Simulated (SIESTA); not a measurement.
Crystal: Ti2O.

```
CELL_PARAMETERS angstrom
2.91940 0.00000 0.00000
-1.45970 2.52827 0.00000
0.00000 0.00000 4.71300
ATOMIC_POSITIONS crystal
Ti 0.33333 0.66667 0.72126
Ti 0.66667 0.33333 0.27874
O 0.00000 0.00000 0.00000
```

Base run:

| Quantity | Value |
| --- | --- |
| Program | SIESTA 5.4.2 |
| Functional | PBEsol |
| Potentials or basis | PseudoDojo 0.4 standard (PBEsol files) |
| Basis | TZDP (energy shift 0.003 Ry; two zetas on semicore shells) |
| Grid cutoff | 800 Ry |
| Energy shift | 0.003 Ry |
| k mesh | 10 × 10 × 6 |
| Occupations | fermi-dirac, width 0.05 eV |
| Spin | no spin polarisation |

Its results: band gap on the k mesh none (metal or under the smearing width); pressure 5.0 GPa; largest force 1.311 eV/Å.

Q: After a change of settings the same cell gave: band gap on the k mesh none (metal or under the smearing width); pressure -2.0 GPa; largest force 0.748 eV/Å. Which change was it?
A. basis from TZDP (energy shift 0.003 Ry; two zetas on semicore shells) to DZP (energy shift 0.003 Ry; two zetas on semicore shells)
B. basis from TZDP (energy shift 0.003 Ry; two zetas on semicore shells) to DZ (energy shift 0.003 Ry; two zetas on semicore shells)
C. basis from TZDP (energy shift 0.003 Ry; two zetas on semicore shells) to TZP (energy shift 0.003 Ry; two zetas on semicore shells)
D. basis from TZDP (energy shift 0.003 Ry; two zetas on semicore shells) to SZ (energy shift 0.003 Ry)

A: D.

Caveats: the basis of atomic orbitals isn't converged, which shifts pressures, moduli and gaps; semilocal functionals often make such compounds metallic where correlation or magnetic order opens a gap, which also shifts bond lengths; forces of over 1 eV/Å show positions far from the minimum, so gaps and moduli don't describe the material at rest (some runs); the basis has no polarisation orbitals (some runs).
